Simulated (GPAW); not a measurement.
The system is Al.

```
CELL_PARAMETERS angstrom
0.00000 2.02481 2.02481
2.02481 0.00000 2.02481
2.02481 2.02481 0.00000
ATOMIC_POSITIONS crystal
Al 0.00000 0.00000 0.00000
```

Base run:

* Program: GPAW 26.7.0
* Functional: PBE
* Potentials or basis: GPAW PAW data sets (gpaw-data 1.2.1)
* Cutoff: 500 eV
* Basis: pw
* k mesh: 9 × 9 × 9
* Occupations: fermi-dirac, width 0.01 eV
* Spin: no spin polarisation

Its results: band gap on the k mesh none (metal or under the smearing width); pressure 0.0 GPa.

**Question.** The run is repeated on the same cell with these changes: functional from PBE to PBEsol; potentials or basis from GPAW PAW data sets (gpaw-data 1.2.1) to PAW data sets generated in the run's folder for this functional; cutoff from 500 eV to 450 eV. What comes out?

**Answer.** Band gap on the k mesh none (metal or under the smearing width); pressure -1.5 GPa.

Caveats: the cutoff is short for stress and forces, so pressures can be off by a GPa or more.
